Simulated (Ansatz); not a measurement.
# Direct or indirect: TiSO sheet (P3m1)

```
Ti S O
1.0
     3.17330    0.00000    0.00000
    -1.58665    2.74816    0.00000
     0.00000    0.00000   28.87449
Ti S O
1 1 1
Direct
  0.00000 0.00000 0.33482
  0.33333 0.66667 0.27974
  0.66667 0.33333 0.36229
```

Method: Ansatz, PBE, independent particles, without spin-orbit coupling, line width 0.1 eV (Gaussian). The band structure gives a fundamental gap of 0.59 eV. The spectrum of vertical transitions near the edge:

| E (eV) | absorbance (%), E ∥ xy |
| --- | --- |
| 0.12 | 0.00 |
| 0.24 | 0.00 |
| 0.36 | 0.00 |
| 0.48 | 0.23 |
| 0.60 | 2.06 |
| 0.72 | 3.70 |
| 0.84 | 3.90 |
| 0.96 | 4.05 |
| 1.08 | 4.27 |
| 1.20 | 4.51 |
| 1.32 | 4.75 |
| 1.44 | 5.10 |
| 1.56 | 5.47 |
| 1.68 | 5.65 |
| 1.80 | 5.83 |

**Question.** Is the gap direct or indirect, and about where do vertical transitions set in?

**Answer.** Direct: the band path has its least direct gap at the fundamental one, 0.59 eV, and the curves rise from there. Lines are broadened by 0.1 eV, which spreads the edge.

Note: cells built here by substitution need not match a known phase.

[Logs are printed without paths, hosts, clocks, repeated set-up lines and the standing remarks that a program may print on its own settings, such as how far it seeks lower states.]
